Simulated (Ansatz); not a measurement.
`C[Se]C(F)(F)F` + H₂ → `C[SeH]` + `FC(F)F` at 600 K and 1 bar (hydrogenolysis of the Se–C bond).

Gas-phase electronic energies from Ansatz, PBE0-D4/def2-TZVP geometries. CBS: MP2 limit from def2 TZ/QZ plus the TZ coupled-cluster correction, frozen cores. This one scheme is used for every species. For Se outer-core shells are correlated without core-valence functions, which leaves a few kJ/mol of doubt a bond. Scalar relativity is left out up to krypton.

| species | CCSD(T)/CBS energy (Eh) | H − E (kJ/mol) | S (J/(mol·K)) |
| --- | --- | --- | --- |
| `C[Se]C(F)(F)F` | -2777.98277 | 195.3 | 444.5 |
| H₂ | -1.17544 | 43.9 | 150.8 |
| `C[SeH]` | -2441.15625 | 149.5 | 312.9 |
| `FC(F)F` | -338.02896 | 97.7 | 303.2 |

H − E and S are ideal-gas, rigid-rotor, harmonic terms from PBE0-D4/def2-TZVP. For small species the MP2-based limit differs from directly extrapolated CCSD(T) by up to some mEh (0.8 for H₂); such offsets cancel only in part. 1 Eh = 2625.50 kJ/mol, R = 8.31446 J/(mol·K).

Question: By hand: ΔE, ΔH, ΔS and ΔG.

Answer: ΔE = (-2441.15625) + (-338.02896) − (-2777.98277) − (-1.17544) = -0.02700 Eh = -70.9 kJ/mol. Δ(H − E) = 149.5 + 97.7 − 195.3 − 43.9 = 8.0, so ΔH = -62.9 kJ/mol. ΔS = 312.9 + 303.2 − 444.5 − 150.8 = 20.8 J/(mol·K). ΔG = -62.9 − 600 × (20.8)/1000 = -75.4 kJ/mol.

Question: By hand: the equilibrium constant, and the temperature at which ΔG would vanish if ΔH and ΔS stayed fixed.

Answer: log₁₀ K = −ΔG/(RT ln 10) = 6.6. ΔH and −TΔS have one sign here, so there is no such temperature.

ΔH outweighs TΔS. A doubt of 5 kJ/mol in ΔE shifts log₁₀ K by 0.4 here. Modes under 60 cm⁻¹, often nearly free rotors, make the harmonic entropy too high. These are equilibria of isolated gas molecules and say nothing of rates. Largest T1 diagnostic: 0.012 (customary marks: 0.02 for closed shells, 0.045 for open ones).
